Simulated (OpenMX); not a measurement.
# AgCl (Chlorargyrite) under changes of volume

One of the cells (20.458 Å³/atom); the others are scaled copies at fixed shape and fractional positions:

```
CELL_PARAMETERS angstrom
0.00000 2.73500 2.73500
2.73500 0.00000 2.73500
2.73500 2.73500 0.00000
ATOMIC_POSITIONS crystal
Ag 0.00000 0.00000 0.00000
Cl 0.50000 0.50000 0.50000
```

| Item | Value |
| --- | --- |
| Program | OpenMX 3.8.5 |
| Functional | LDA |
| Potentials or basis | OpenMX 2013 LDA set, Ag7.0-s3p2d2, Cl7.0-s2p2d1f1, fixed grid of 40 × 40 × 40 points |
| k mesh | 9 × 9 × 9 |
| Occupations | fermi-dirac, width 0.05 eV |
| Spin | no spin polarisation |

```tsv
volume (Å³/atom)	energy over the lowest point (meV/atom)	gap on the mesh (eV)
19.231	0.30	0.91
19.640	0.00	0.90
20.049	3.04	0.89
20.458	9.32	0.88
20.868	18.49	0.88
21.277	?	?
21.686	43.21	0.87
```

Q: What does the run at 21.277 Å³/atom give?

A: Energy over the lowest point 29.80 meV/atom; gap on the mesh 0.88 eV.

Worked out: A Birch-Murnaghan fit of order 3 (a polynomial in V^(-2/3)) to the other rows has its minimum at 19.48 Å³/atom with B0 = V·E''(V) = 71 GPa and B' = 5.6. It gives 29.80 meV/atom at 21.277 Å³/atom, against the run's 29.80. A straight line through the other rows of the gap, of slope -0.33 eV per unit of ln V, gives 0.87 eV, against the run's 0.88.

Energies are extrapolated to zero smearing.

Caveats: an odd mesh through Γ misses points on the zone boundary, where band edges often lie; the basis of atomic orbitals isn't converged, which shifts pressures, moduli and gaps. Spin-orbit coupling on Ag is left out.
